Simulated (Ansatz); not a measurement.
## 6-layer 1T-ZrSSe (AA) in a perpendicular field

Wanted: the out-of-plane response of the 6-layer 1T-ZrSSe (AA). A positive field points along +c.

Main program and level: Ansatz 0.2.0; plane-wave DFT, PBE-D3(BJ), Ansatz PAW.

**1. The structure**

The cell holds 18 atoms: 6 Se, 6 Zr and 6 S. Cell: a = 3.740 Å, b = 3.740 Å, c = 101.164 Å, α = 90.0°, β = 90.0°, γ = 120.0°. Regions: layer 1: 1T-ZrSSe, 3 atoms (1 Se, 1 Zr and 1 S); layer 2: 1T-ZrSSe, 3 atoms (1 Se, 1 Zr and 1 S); layer 3: 1T-ZrSSe, 3 atoms (1 Se, 1 Zr and 1 S); layer 4: 1T-ZrSSe, 3 atoms (1 Se, 1 Zr and 1 S); layer 5: 1T-ZrSSe, 3 atoms (1 Se, 1 Zr and 1 S); layer 6: 1T-ZrSSe, 3 atoms (1 Se, 1 Zr and 1 S). Vacuum lies along c.

**2. Relaxation**

The starting cell is a guess, so the in-plane lattice and the atoms are relaxed first, with the slab cut off from its images along the normal.

Contents of input.yaml:

```yaml
crystal:
  lattice:
    - [3.74, 0.0, 0.0]
    - [-1.87, 3.2389350102, 0.0]
    - [0.0, 0.0, 101.1635466834]
  atoms:
    - { symbol: Se, position: [0.6666666667, 0.3333333333, 0.326698708] }
    - { symbol: Zr, position: [0.0, 0.0, 0.3442413979] }
    - { symbol: S, position: [0.3333333333, 0.6666666667, 0.359341472] }
    - { symbol: Se, position: [0.6666666667, 0.3333333333, 0.389490672] }
    - { symbol: Zr, position: [0.0, 0.0, 0.4070333618] }
    - { symbol: S, position: [0.3333333333, 0.6666666667, 0.422133436] }
    - { symbol: Se, position: [0.6666666667, 0.3333333333, 0.452282636] }
    - { symbol: Zr, position: [0.0, 0.0, 0.4698253259] }
    - { symbol: S, position: [0.3333333333, 0.6666666667, 0.4849254] }
    - { symbol: Se, position: [0.6666666667, 0.3333333333, 0.5150746] }
    - { symbol: Zr, position: [0.0, 0.0, 0.5326172898] }
    - { symbol: S, position: [0.3333333333, 0.6666666667, 0.547717364] }
    - { symbol: Se, position: [0.6666666667, 0.3333333333, 0.577866564] }
    - { symbol: Zr, position: [0.0, 0.0, 0.5954092538] }
    - { symbol: S, position: [0.3333333333, 0.6666666667, 0.610509328] }
    - { symbol: Se, position: [0.6666666667, 0.3333333333, 0.640658528] }
    - { symbol: Zr, position: [0.0, 0.0, 0.6582012178] }
    - { symbol: S, position: [0.3333333333, 0.6666666667, 0.673301292] }
  periodic: [true, true, false]
kpoints:
  mp_grid: { grid: [12, 12, 1] }
hamiltonian:
  xc: pbe
  dispersion: d3bj
scf:
  occupations: { method: fermi_dirac, width: 0.05 }
  convergence: { dr2_threshold: 1.0e-09 }
relax:
  f_tol: 0.004
  max_steps: 90
  cell: {}
output:
  write_potential: true
  write_density: true
  volumetric_format: npy
```

Run with:

```
$ ansatz run input.yaml --threads 4 --pin off --max-ram 16384MiB --backend cpu --events-out ev --progress --plain --runs-dir out
```

Numbers of over 12 decimals in the logs are rounded to 6 here.

What it wrote:

```text
Warning: relax.cell: scf.convergence.dr2_threshold = 1e-9 eV is looser than the 8.86383710257e-11 eV advised for a relaxation that steers and ends on the stress (1e-10 eV for each atom of the cell: 18, times the square of relax.cell.stress_2d_tol = 0.05 N/m over 45.1 Å (the atoms' height at the walk's start and 5 Å past either face), 1.110e-2 GPa, over a crystal's default 0.05). What an SCF threshold leaves in a stress goes as its square root, and in the free energy as the threshold itself, and one threshold admits the most on a small cell: [figures from the program's tests cut] Set scf.convergence.dr2_threshold to 8.86383710257e-11 eV or tighter. [rest of the remark cut]
Engine: ansatz 0.2.0, aarch64-unknown-linux-gnu
Pseudopotentials: kind: paw
Pseudopotential: Se, paw, valence charge 16, recommended cutoff 420 eV (normal), Se.paw.azcp
Pseudopotential: Zr, paw, valence charge 12, recommended cutoff 420 eV (normal), Zr.paw.azcp
Pseudopotential: S, paw, valence charge 6, recommended cutoff 420 eV (normal), S.paw.azcp
Functional definition: PBE
  parameter kappa = 0.804
  parameter beta = 0.066725
  exchange = pbe_x(kappa = kappa, mu = beta*pi^2/3)
  correlation = pbe_c(beta = beta)
Crystal: 18 atoms, lattice volume = 1225.456 Å³
Basis set: ecut = 420 eV, 24087 PW (Γ), exchange–correlation on 50×50×1440 points (8 copies of the dense FFT grid, shifted against one another)
Bands: 123, of which v1, the nominal top of the filled ones, is band 102 counted from 1 (101 counted from 0)
Symmetry: 6 space group operations
Space group: P3m1 (ITA 156), of the structure as read, at distance tolerance 1.1e-4 Å
k-points: 19 of 144 (time reversal used)
Non-local potential: Se, projectors of the file, l = 0: 2, l = 1: 2, l = 2: 3, l = 3: 1
Non-local potential: Zr, projectors of the file, l = 0: 3, l = 1: 2, l = 2: 2, l = 3: 2
Non-local potential: S, projectors of the file, l = 0: 2, l = 1: 2, l = 2: 2
PAW form: soft (Blöchl's): semilocal exchange-correlation on the pseudo side does not see the compensation charge
PAW one-centre angular grid: Se, 590 points (default); XC on 64 Gauss nodes
PAW one-centre angular grid: Zr, 590 points (default); XC on 64 Gauss nodes
PAW one-centre angular grid: S, 110 points (default); XC on 64 Gauss nodes
Initial density: superposition of atomic densities (neutral atoms: chi_scale 0, normalization atom), corrected by the library's trained network
Initial wavefunctions: pseudopotential atomic-orbital guess
Functional: x = pbe(κ = 0.804, μ = 0.219515), c = pbe(β = 0.066725)
SCF iter   1: F=—  HF=-63360.917325 eV  |F-HF|=—  |Δ(HF+E_count)|=         —  Δρ=9.88e-4  dr2=9.61e-2  ethr=1.77e-3  ⟨swp⟩=9.1  Hψ=11018  notcnv=0  defer=26
preconditioner: auto → LDOS  [insulator: Δε(μ)=0.146 eV  Ē_g=6.989 eV  σ=0.050 eV  W_gap=0.61  n_scr=178 (ndim 8)  ℏωp=10.4 eV  f_vac=0.621  D(μ)=0.49/eV (n_scr^D=8)  ε∞_Penn≈3.2  β→1.0]
SCF iter   2: F=—  HF=-63361.002621 eV  |F-HF|=—  |Δ(HF+E_count)|=   8.53e-2  Δρ=2.80e-3  dr2=1.10e0  ethr=4.71e-5  ⟨swp⟩=3.9  Hψ=6182  notcnv=0  defer=123
SCF iter   3: F=—  HF=-63360.918614 eV  |F-HF|=—  |Δ(HF+E_count)|=   8.40e-2  Δρ=1.03e-3  dr2=9.28e-2  ethr=4.71e-5  ⟨swp⟩=3.3  Hψ=4539  notcnv=0  defer=123
SCF iter   4: F=—  HF=-63360.907436 eV  |F-HF|=—  |Δ(HF+E_count)|=   1.12e-2  Δρ=1.94e-4  dr2=2.48e-3  ethr=4.55e-5  ⟨swp⟩=2.0  Hψ=3199  notcnv=0  defer=100
SCF iter   5: F=—  HF=-63360.908077 eV  |F-HF|=—  |Δ(HF+E_count)|=   6.41e-4  Δρ=1.54e-4  dr2=1.92e-3  ethr=1.22e-6  ⟨swp⟩=2.8  Hψ=4094  notcnv=0  defer=100
SCF iter   6: F=—  HF=-63360.907917 eV  |F-HF|=—  |Δ(HF+E_count)|=   1.60e-4  Δρ=5.98e-5  dr2=1.02e-4  ethr=9.39e-7  ⟨swp⟩=2.8  Hψ=3302  notcnv=0  defer=100
SCF iter   7: F=—  HF=-63360.907924 eV  |F-HF|=—  |Δ(HF+E_count)|=   6.81e-6  Δρ=3.55e-5  dr2=4.30e-5  ethr=5.01e-8  ⟨swp⟩=3.0  Hψ=3708  notcnv=0  defer=100
SCF iter   8: F=—  HF=-63360.907889 eV  |F-HF|=—  |Δ(HF+E_count)|=   3.46e-5  Δρ=2.35e-5  dr2=3.92e-5  ethr=2.11e-8  ⟨swp⟩=3.0  Hψ=3688  notcnv=0  defer=100
SCF iter   9: F=—  HF=-63360.907885 eV  |F-HF|=—  |Δ(HF+E_count)|=   3.73e-6  Δρ=1.10e-5  dr2=6.54e-6  ethr=1.92e-8  ⟨swp⟩=2.5  Hψ=3224  notcnv=0  defer=100
SCF iter  10: F=—  HF=-63360.908248 eV  |F-HF|=—  |Δ(HF+E_count)|=   3.63e-4  Δρ=4.51e-6  dr2=1.01e-6  ethr=3.20e-9  ⟨swp⟩=2.9  Hψ=3749  notcnv=0  defer=99
SCF iter  11: F=—  HF=-63360.908248 eV  |F-HF|=—  |Δ(HF+E_count)|=   2.95e-8  Δρ=2.30e-6  dr2=2.59e-7  ethr=4.93e-10  ⟨swp⟩=3.7  Hψ=4731  notcnv=0  defer=99
SCF iter  12: F=—  HF=-63360.908248 eV  |F-HF|=—  |Δ(HF+E_count)|=   5.28e-8  Δρ=1.13e-6  dr2=8.34e-8  ethr=1.27e-10  ⟨swp⟩=2.6  Hψ=3356  notcnv=0  defer=99
SCF iter  13: F=—  HF=-63360.908248 eV  |F-HF|=—  |Δ(HF+E_count)|=   2.38e-9  Δρ=5.80e-7  dr2=1.81e-8  ethr=4.09e-11  ⟨swp⟩=3.1  Hψ=3502  notcnv=0  defer=99
SCF iter  14: F=—  HF=-63360.908248 eV  |F-HF|=—  |Δ(HF+E_count)|=   1.28e-9  Δρ=3.77e-7  dr2=2.70e-9  ethr=8.89e-12  ⟨swp⟩=2.9  Hψ=3575  notcnv=0  defer=99
SCF iter  15: F=-63360.908248 eV  HF=-63360.908248 eV  |F-HF|=6.53e-9  |Δ(HF+E_count)|=   9.34e-9  Δρ=1.37e-7  dr2=5.47e-10  ethr=1.00e-12  ⟨swp⟩=10.3  Hψ=15502  notcnv=0
SCF 1 converged in 15 iterations: F = -63360.908248 eV  dr2 = 5.47e-10
  greatest PAW one-centre occupation: 1.000 electrons in one spin orbital (limit 2), on the Se atom at site 9 (counted from 0), in its partial waves of l = 2
relax step   1: F+E_penalty+E_count = -63360.90824818 eV  Δ(F+E_penalty+E_count) = +0.000e0 eV  max|allowed force component| = 1.392e0 eV/Å  Δτ_max = 0.0000 Å  P = -23.758 N/m  Ω = 1225.456 Å³  fix = [c, alpha, beta]  reactions: c -0.000 N/m  (15 SCF iters, accepted)
Crystal: 18 atoms, lattice volume = 1187.773 Å³
Basis set: ecut = 420 eV, 23223 PW (Γ), exchange–correlation on 50×50×1440 points (8 copies of the dense FFT grid, shifted against one another)
Initial density: handed on by an earlier stage of this run
Initial wavefunctions: those handed on with the density
iter 1 solved again at ethr=1.02e-3 eV; its pass at ethr=3.10e-3 eV (dr2=2.09e0 eV) is discarded
SCF iter   1: F=—  HF=-63362.272380 eV  |F-HF|=—  |Δ(HF+E_count)|=         —  Δρ=6.54e-3  dr2=2.11e0  ethr=1.02e-3  ⟨swp⟩=2.7  Hψ=13923  notcnv=0
preconditioner: auto → LDOS  [insulator: Δε(μ)=0.480 eV  Ē_g=7.386 eV  σ=0.050 eV  W_gap=0.98  n_scr=166 (ndim 8)  ℏωp=10.6 eV  f_vac=0.626  D(μ)=0.03/eV (n_scr^D=2)  ε∞_Penn≈3.0  β→1.0]
SCF iter   2: F=—  HF=-63364.747515 eV  |F-HF|=—  |Δ(HF+E_count)|=    2.48e0  Δρ=1.60e-2  dr2=1.43e1  ethr=1.02e-3  ⟨swp⟩=7.1  Hψ=6253  notcnv=0  defer=7  recentre
[...]
relax step  11: F+E_penalty+E_count = -63362.34714108 eV  Δ(F+E_penalty+E_count) = -7.632e-4 eV  max|allowed force component| = 1.907e-2 eV/Å  Δτ_max = 0.0410 Å  P = +0.134 N/m  Ω = 1191.075 Å³  energy of the carried Pulay correction = +1.038e-3 eV  fix = [c, alpha, beta]  reactions: c +0.000 N/m  (18 SCF iters, accepted)
relax step  12: F+E_penalty+E_count = -63362.34754342 eV  Δ(F+E_penalty+E_count) = -4.023e-4 eV  max|allowed force component| = 1.217e-3 eV/Å  Δτ_max = 0.0120 Å  P = +0.004 N/m  Ω = 1191.676 Å³  energy of the carried Pulay correction = +1.020e-3 eV  fix = [c, alpha, beta]  reactions: c +0.000 N/m  (16 SCF iters, accepted)
relax step  13: F+E_penalty+E_count = -63362.34755803 eV  Δ(F+E_penalty+E_count) = -1.461e-5 eV  max|allowed force component| = 9.629e-4 eV/Å  Δτ_max = 0.0042 Å  P = +0.007 N/m  Ω = 1191.587 Å³  energy of the carried Pulay correction = +1.023e-3 eV  fix = [c, alpha, beta]  reactions: c +0.000 N/m  (12 SCF iters, accepted)
Initial wavefunctions: pseudopotential atomic-orbital guess (no wavefunctions were taken with the density)
iter 1 solved again at ethr=8.42e-8 eV; its pass at ethr=3.10e-3 eV (dr2=1.72e-4 eV) is discarded
SCF iter   1: F=—  HF=-63362.345953 eV  |F-HF|=—  |Δ(HF+E_count)|=         —  Δρ=1.44e-5  dr2=3.15e-7  ethr=8.42e-8  ⟨swp⟩=6.2  Hψ=22911  notcnv=0
SCF iter   2: F=—  HF=-63362.346412 eV  |F-HF|=—  |Δ(HF+E_count)|=   4.59e-4  Δρ=2.77e-6  dr2=3.33e-7  ethr=1.54e-10  ⟨swp⟩=4.4  Hψ=6307  notcnv=0
SCF iter   3: F=—  HF=-63362.346412 eV  |F-HF|=—  |Δ(HF+E_count)|=   4.38e-8  Δρ=3.29e-6  dr2=5.08e-7  ethr=1.54e-10  ⟨swp⟩=2.8  Hψ=4636  notcnv=0
SCF iter   4: F=—  HF=-63362.346412 eV  |F-HF|=—  |Δ(HF+E_count)|=   7.37e-8  Δρ=8.93e-7  dr2=2.99e-8  ethr=1.54e-10  ⟨swp⟩=2.6  Hψ=3529  notcnv=0
SCF iter   5: F=—  HF=-63362.346412 eV  |F-HF|=—  |Δ(HF+E_count)|=   9.91e-9  Δρ=3.94e-7  dr2=1.22e-8  ethr=1.47e-11  ⟨swp⟩=3.8  Hψ=5268  notcnv=0
SCF iter   6: F=-63362.346412 eV  HF=-63362.346412 eV  |F-HF|=2.31e-9  |Δ(HF+E_count)|=  7.57e-10  Δρ=1.47e-7  dr2=6.99e-10  ethr=1.00e-12  ⟨swp⟩=14.7  Hψ=18794  notcnv=0
SCF 14 converged in 6 iterations: F = -63362.346412 eV  dr2 = 6.99e-10
relax step  14: F+E_penalty+E_count = -63362.34641168 eV  Δ(F+E_penalty+E_count) = +1.146e-3 eV  max|allowed force component| = 8.383e-4 eV/Å  Δτ_max = 0.0000 Å  P = +0.012 N/m  Ω = 1191.587 Å³  fix = [c, alpha, beta]  reactions: c +0.000 N/m  stress off target by 1.23e-2 N/m on what of the cell is left free  SCF on the basis re-selected at this cell (its energy is not comparable with the rows above)  (6 SCF iters)
basis re-selected at this cell: Δ(F+E_penalty+E_count) = +1.146e-3 eV, ΔP = +0.005 N/m vs the last step (what re-selecting the basis moved, of the pressure what is left beyond the Pulay correction that the steps carried, after the strain that the cell walked since its last selection, with what the two solves' SCF thresholds leave and, on support functions, any second-order correction that the steps lacked; it is no m [...]
WARN: The output density's exchange-correlation potential varies sharply where the density is thin. Do not read a vacuum level from v_tot or v_xc, or from such a field of the output density. On a cell that repeats whose density bears no net charge and no dipole along the vacuum's axis use v_es (v_loc + v_h of the components); under efield.dipole_correction with no amplitude use v_es + v_field, which holds any externa [...]
SCF converged after 6 iterations
Free energy (F): -63362.346412 eV
Harris-Foulkes:  -63362.346412 eV  (|F-HF|=2.31e-9)
Internal energy: -63362.345705 eV  (E = F + TS)
E sigma→0 (E₀):  -63362.346058 eV
Entropy (-TS):   -0.000707 eV (-0.039 meV/atom)
Fermi energy:    -5.535350 eV
--- Per-component energies (eV) ---
  E_band       = -6029.385713
  E_kinetic    = 3355.963774
  E_local      = -4365901.980156  (includes V_loc(G=0)·N_el)
  E_nonlocal   = -2937.595384
  E_hartree    = 2180456.545468
  E_xc         = -2186.318764
  E_vxc        = -2269.810743  (∫ρ·V_xc dr)
  E_paw        = -32787.681371  (= ΣΔE_a)
  E_vpaw       = 810.948197  (= ΣTr[D̂ρ^β])
  E_aug_tail   = -0.003353  (compensation charges beyond the density's cutoff)
  E_ewald      = 2156645.239685
  E_disp       = -6.515603  (pairwise vdW)
  E_smearing   = -0.000707  (= −TS)
  E_closure    = -0.000000  (closes the sum)
  Σ components = -63362.346412   (vs F -63362.346412, Δ=0.00e0)
--- Forces (eV/Å), atoms counted from 1 ---
  atom   1  Se    -0.00000000    -0.00000000     0.00059638
  atom   2  Zr    -0.00000000     0.00000000    -0.00028963
  atom   3  S      0.00000000     0.00000000     0.00011081
  atom   4  Se     0.00000000    -0.00000000     0.00052864
  atom   5  Zr    -0.00000000     0.00000000    -0.00046793
  atom   6  S      0.00000000     0.00000000    -0.00082517
  atom   7  Se     0.00000000    -0.00000000     0.00083815
  atom   8  Zr     0.00000000     0.00000000    -0.00025955
  atom   9  S      0.00000000     0.00000000    -0.00055299
  atom  10  Se    -0.00000000    -0.00000000     0.00079459
  atom  11  Zr    -0.00000000     0.00000000    -0.00041284
  atom  12  S      0.00000000     0.00000000     0.00011540
  atom  13  Se     0.00000000    -0.00000000     0.00073800
  atom  14  Zr    -0.00000000     0.00000000    -0.00035030
  atom  15  S     -0.00000000     0.00000000    -0.00065292
  atom  16  Se     0.00000000    -0.00000000     0.00079524
  atom  17  Zr     0.00000000     0.00000000    -0.00036736
  atom  18  S     -0.00000000     0.00000000    -0.00034045
  max |Σ_I F_I| component: 1.92e-6 eV/Å
--- 2D stress c σ (N/m, compression-positive) ---
        0.012298      -0.000000       0.000000
        0.000000       0.012298       0.000000
        0.000000       0.000000       0.000000
  P = ½ c Tr σ = 0.0123 N/m
--- Band table (eV; the first three rows and the last of 19) ---
  k-point 0: bands = [... 98 lower, -5.7637, -5.7637, -5.7383, -5.7383, -4.5742, -4.5742, -4.5647, -4.5647, ... 17 higher]
  k-point 1: bands = [... 98 lower, -6.0387, -5.9934, -5.9666, -5.8829, -4.5108, -4.4983, -4.4825, -4.4685, ... 17 higher]
  k-point 2: bands = [... 98 lower, -6.3755, -6.3465, -6.1812, -6.0277, -4.6007, -4.5923, -4.5904, -4.5822, ... 17 higher]
  k-point 18: bands = [... 98 lower, -7.7993, -7.7263, -7.5960, -7.5103, -3.7830, -3.7721, -3.7586, -3.7456, ... 17 higher]
  the weakly bound empty levels are not read free of the cell's end (no_gap_told)
--- Relaxed structure (13 steps of the walk, 12 accepted, 1 SCFs on fresh bases) ---
  F+E_penalty+E_count = -63362.34641168 eV   max|allowed force component| = 8.383e-4 eV/Å   (the final SCF, on the basis selected at the relaxed cell)
  cell:  # Å, volume = 1191.5867 Å³
    - [3.687954, 0.0, 0]
    - [-1.843977, 3.193862, 0]
    - [0, 0, 101.1635466834]
  atoms:
    - { symbol: Se, position: [0.666667, 0.333333, 0.339290] }
    - { symbol: Zr, position: [3.946411827996259e-17, 0, 0.355622] }
    - { symbol: S, position: [0.333333, 0.666667, 0.369517] }
    - { symbol: Se, position: [0.666667, 0.333333, 0.397645] }
    - { symbol: Zr, position: [2.3881023580568516e-17, 0, 0.413920] }
    - { symbol: S, position: [0.333333, 0.666667, 0.427819] }
    - { symbol: Se, position: [0.666667, 0.333333, 0.455836] }
    - { symbol: Zr, position: [7.916863542822077e-18, 0, 0.472108] }
    - { symbol: S, position: [0.333333, 0.666667, 0.486007] }
    - { symbol: Se, position: [0.666667, 0.333333, 0.514016] }
    - { symbol: Zr, position: [-8.07622971714112e-18, 0, 0.530288] }
    - { symbol: S, position: [0.333333, 0.666667, 0.544187] }
    - { symbol: Se, position: [0.666667, 0.333333, 0.572211] }
    - { symbol: Zr, position: [-2.401214929190113e-17, 0, 0.588485] }
    - { symbol: S, position: [0.333333, 0.666667, 0.602385] }
    - { symbol: Se, position: [0.666667, 0.333333, 0.630496] }
    - { symbol: Zr, position: [-3.958035177367433e-17, 0, 0.646787] }
    - { symbol: S, position: [0.333333, 0.666667, 0.660708] }
```

Run time: 45 min. Hardware: 4 threads of Arm Neoverse V1, shared host; peak memory 4.2 GiB; 3 h of CPU time.

Relaxation path:

```csv
step,energy less that of the first step (eV),largest force component (eV/Å),volume (Å³)
1,0.0000,1.3923,1225.46
2,-0.9329,0.8639,1187.77
3,-1.2703,0.1105,1191.93
4,-1.3128,0.0636,1187.33
5,-1.3559,0.0542,1188.68
6,-1.3934,0.0251,1188.54
7,-1.4237,0.0293,1189.14
8,-1.4341,0.0358,1191.86
9,-1.4223,0.1208,1190.86
10,-1.4381,0.0519,1192.24
11,-1.4389,0.0191,1191.08
12,-1.4393,0.0012,1191.68
13,-1.4393,0.0010,1191.59
14*,-1.4382,0.0008,1191.59
```

Relaxation steps marked * repeat the geometry before them on a plane-wave basis chosen anew for their cell, so energy and pressure can jump there. Relaxation step 9 was tried and not accepted.

The run keeps the 6 symmetry operations that it works with, so distortions that break them were not tested.

```csv
cell as run,before,after,change
a (Å),3.740,3.688,-1.4 %
b (Å),3.740,3.688,-1.4 %
```

The atoms that moved most (Å, along periodic axes as changes of fractional coordinates times the final cell, across vacuum about the mean position):

| atom | dx | dy | dz | length |
| --- | --- | --- | --- | --- |
| S18 | 0.000 | 0.000 | -1.274 | 1.274 |
| Se1 | 0.000 | 0.000 | 1.274 | 1.274 |
| Zr17 | 0.000 | 0.000 | -1.155 | 1.155 |
| Zr2 | 0.000 | 0.000 | 1.151 | 1.151 |
| S3 | 0.000 | 0.000 | 1.029 | 1.029 |
| Se16 | 0.000 | 0.000 | -1.028 | 1.028 |
| Se4 | 0.000 | 0.000 | 0.825 | 0.825 |
| S15 | 0.000 | 0.000 | -0.822 | 0.822 |

Numbers from this step:

| Property | Result |
| --- | --- |
| energy at zero smearing | -63362.3461 eV |

The lattice constant a goes from 3.740 to 3.688 Å.

(Part 1 of 3 ends here.)

[Logs are printed without paths, hosts, clocks, repeated set-up lines and the standing remarks that a program may print on its own settings, such as how far it seeks lower states.]

[Hosts, paths, dates, database ids (printed as entryN), source tags and the programs' standing remarks are cut or masked in the printed files.]

[Maps of the electrostatic potential energy from Ansatz leave out the sawtooth potential of an applied field or a dipole correction, so their vacuum need not be flat; planar profiles and work functions include it.]
